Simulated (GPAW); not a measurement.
The system is InSe.

```xyz
8
Lattice="4.0473 0.0000 0.0000 -2.0237 3.5051 0.0000 0.0000 0.0000 18.0521" Properties=species:S:1:pos:R:3 pbc="T T T"
In    0.0000    2.3367    1.3971
In    0.0000    2.3367   16.6550
In    0.0000    0.0000    7.6289
In    0.0000    0.0000   10.4231
Se    0.0000    2.3367    6.3721
Se    0.0000    2.3367   11.6800
Se    2.0237    1.1684    2.6537
Se    2.0237    1.1684   15.3984
```

Measurements of this composition are mostly on another form, of space group No. 160.

Base run:

```yaml
Program: GPAW 26.7.0
Functional: LDA
Potentials_or_basis: the program's PAW data sets (release 1.2.1) made for this functional
Cutoff: 600 eV
Basis: pw
k_mesh: 5 × 5 × 1
Occupations: fermi-dirac, width 0.05 eV
Spin: no spin polarisation
```

Its results: band gap on the k mesh 0.49 eV, direct; pressure -2.4 GPa; largest force 0.176 eV/Å.

The run is repeated on the same cell with these changes: functional from LDA to r2SCAN; potentials or basis from the program's PAW data sets (release 1.2.1) made for this functional to GPAW PAW data sets (gpaw-data 1.2.1). What comes out?

Band gap on the k mesh 1.12 eV, direct; pressure -0.2 GPa; largest force 0.025 eV/Å.

Caveats: spin-orbit coupling is left out, which moves the levels of the heavy elements; the PAW data sets were made with another functional, which shifts forces and pressure a little (some runs).

Not every run made on this cell is shown here.
